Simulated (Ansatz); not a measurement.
Runs of Ansatz 0.2.0 on Ti2C. Symmetry: R-3m, No. 166, trigonal system. Conventional cell: a = 3.081 Å, b = 3.081 Å, c = 14.441 Å, α = 90.00°, β = 90.00°, γ = 120.00°. Ti (site symmetry 3m) has 3 C at 2.11 Å as nearest neighbours. C (site symmetry -3m) is surrounded by 6 Ti at 2.11 Å. The cell comes from a database or a generator and needn't be the stable form of this composition.

```csv
task,potentials or basis,k mesh,cutoff (eV),smearing,basis error allowed,mesh quality,gap on the mesh (eV),pressure (GPa),largest force (eV/Å)
elastic constants,"all-electron LAPW, scalar-relativistic",8 × 8 × 8,314,fermi-dirac 0.05 eV,0.002 eV/atom,coarse,none,(a),-
phonons,"all-electron LAPW, scalar-relativistic",10 × 10 × 10,314,fermi-dirac 0.05 eV,0.002 eV/atom,not flagged,none,-,0.19
single point,"all-electron LAPW, scalar-relativistic",6 × 6 × 6,297,fermi-dirac 0.03 eV,0.002 eV/atom,coarse,none,-4.6,0.22
density of states,all-electron PAW datasets made for the crystal,10 × 10 × 10,340,fermi-dirac 0.05 eV,-,not flagged,none,-4.7,0.19
```

Alike in all rows: level PBEsol; no spin polarisation; cell as given.

Q: Estimate the missing entries.

A: (a) -3.9.

Caveats: some runs use coarse meshes; the k mesh is thin for a metal, which can move the energy by tens of meV per atom (some runs); a metal's response needs a denser mesh (some runs); the cell is more than 3 GPa from zero pressure, which shifts response properties (some runs); elastic constants of metals need much finer meshes, so these are rough (some runs); the program warned that the printed levels may be off, so bands, gaps and densities of states are rough (some runs); the density of states is complete only up to the lowest level of the last band computed (some runs).

A gap of «none» marks a metal or a gap under the smearing width.

The runs don't all hold the same shells in valence.
